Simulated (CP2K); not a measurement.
The system is MgO.

```
Mg O
1.0
     2.96561    0.00000    0.00000
     1.48280    2.56829    0.00000
     1.48280    0.85610    2.42141
Mg O
1 1
Direct
  0.00000 0.00000 0.00000
  0.50000 0.50000 0.50000
```

The cell is a database's computed one.

Base run:

```yaml
Program: CP2K 2026.2
Functional: PBE
Potentials_or_basis: POTENTIAL_UZH Mg GTH-PBE-q10, O GTH-PBE-q6; TZVP-MOLOPT-PBE-GTH basis
Density_cutoff: 19048 eV
k_mesh: 11 × 11 × 11
Occupations: fermi-dirac, width 0.05 eV
Spin: no spin polarisation
```

Its results: band gap on the k mesh 4.82 eV, direct.

**Question.** After a change of settings the same cell gave: band gap on the k mesh 5.42 eV, direct. Which change was it?
A. functional from PBE to PBEsol; eps_default from 1.0E-10 to 1.0E-9; potential files from those of the base run to others of the same set
B. eps_default from 1.0E-10 to 1.0E-9; ngrids from 5 to 4; potential files from those of the base run to others of the same set
C. functional from PBE to TB-mBJ
D. functional from PBE to PBEsol; potential files from those of the base run to others of the same set

**Answer.** C.

Caveats: the basis of atomic orbitals isn't converged, which shifts pressures, moduli and gaps; an odd mesh through Γ misses points on the zone boundary, where band edges often lie (some runs); this is a model potential without an energy functional, so only levels have meaning (some runs).

Not every run made on this cell is shown here.
